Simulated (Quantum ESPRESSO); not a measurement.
The system is Rh.

```xyz
1
Lattice="0.0000 1.8979 1.8979 1.8979 0.0000 1.8979 1.8979 1.8979 0.0000" Properties=species:S:1:pos:R:3 pbc="T T T"
Rh    0.0000    0.0000    0.0000
```

Base run:

```yaml
Program: Quantum ESPRESSO 7.5
Functional: EV93PW91
Potentials_or_basis: SG15 PBE 1.2
Cutoff: 952 eV
Density_cutoff: 3810 eV
k_mesh: 12 × 12 × 12
Occupations: fermi-dirac, width 0.05 eV
Spin: no spin polarisation
```

Its results: band gap on the k mesh none (metal or under the smearing width); pressure 36.2 GPa.

**Question.** The run is repeated on the same cell with these changes: functional from EV93PW91 to LDA. What comes out?

**Answer.** Band gap on the k mesh none (metal or under the smearing width); pressure -11.3 GPa.

Caveats: the potentials were made for another functional, which shifts forces and pressure; the potentials were made for a functional far from this one (some runs); a pressure of tens of GPa on the cell as given is suspect, and the run, the potentials or the cell itself is likely at fault (some runs).
